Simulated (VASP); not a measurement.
Write the native input for VASP 6.6.1 that does the following.

```
Task                   : relaxation of cell and atoms
Functional             : PBE
Potentials or basis    : VASP PAW PBE potentials, release 64 (Se)
Cutoff                 : 600 eV
k mesh                 : 6 × 6 × 8
Occupations            : gaussian, width 0.1 eV
Spin                   : no spin polarisation
Dipole correction      : no
Further INCAR settings : ALGO = Normal; EDIFF = 1e-06; IBRION = 2; EDIFFG = -0.04; NSW = 90; ISIF = 3
```

The structure of Se lies in POSCAR:

```
Se
1.0
    3.5326045500      0.0000000000      0.0000000000
    0.0000000000      3.5326045500      0.0000000000
    0.0000000000      0.0000000000      2.2217238000
Se
1
Direct
    0.5000000000      0.5000000000      0.0000000000
```

The cell was built by a generator and needn't be a form met in nature.

The cell isn't the ideal one: random cell by space group and Wyckoff sites (P4/mmm, No. 123).

The input as run:

INCAR

```
  PREC = Accurate
  ENCUT = 600
  EDIFF = 1E-6
  ISMEAR = 0
  SIGMA = 0.1
  LREAL = F
  LASPH = T
  NELM = 80
  ALGO = Normal
  ISIF = 3
  LWAVE = F
  LCHARG = F
  GGA = PE
  IBRION = 2
  NSW = 90
  EDIFFG = -0.04
```

KPOINTS

```
Automatic mesh
0
Gamma
  6 6 8
```

Potentials or basis: VASP PAW PBE potentials, release 64 (Se).

Run with:

```console
$ cat potpaw_PBE.64/Se/POTCAR > POTCAR
$ mpirun -np 1 vasp_std > vasp.out
```

It gave:

```json
{
 "Relaxed volume": "23.01 Å³/atom",
 "Relaxed cell": "a = 2.942 Å, b = 2.942 Å, c = 2.660 Å, α = 90.00°, β = 90.00°, γ = 90.00°",
 "Space group after relaxing (to 0.05 Å)": "P4/mmm (No. 123)",
 "Energy gained by relaxing": "611.6 meV/atom",
 "Ionic steps": "13",
 "Pressure after relaxing": "0.1 GPa",
 "Band gap on the k mesh": "none (metal or under the smearing width)"
}
```

Caveat: the volume moved by over 15 % at a fixed basis, so the end points are rough.

Wall time 80 s on 1 thread of Intel(R) Xeon(R) Platinum 8259CL CPU @ 2.50GHz (Skylake/Cascade Lake) (shared host), peak memory 0.15 GiB.
